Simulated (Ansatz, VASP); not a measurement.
## One calculation of Ti, two programs

```
Ti
1.0
     2.86387    0.00000    0.00000
    -1.43193    2.48018    0.00000
     0.00000    0.00000    4.53999
Ti
2
Cartesian
  0.0000 1.6535 1.1350
  1.4319 0.8267 3.4050
```

Alike in both runs: task single point; functional LDA; k mesh 10 × 10 × 6; occupations fermi-dirac, width 0.1 eV; no spin polarisation.

```csv
,VASP,Ansatz
version,VASP 6.6.1,Ansatz 0.2.0
potentials or method,"VASP PAW LDA potentials, release 64 (Ti_sv)","plane waves (420 eV) with PAW, scalar-relativistic"
plane-wave cutoff (eV),520,420
valence electrons in the cell,24,24
```

|  | VASP | Ansatz | Ansatz less VASP |
| --- | --- | --- | --- |
| pressure (GPa) | -0.2 | -0.1 | +0.11 |
| largest component of the traceless stress (GPa) | 0.13 | 0.15 | +0.021 |

Ansatz warned: «pseudo_functional_mismatch».
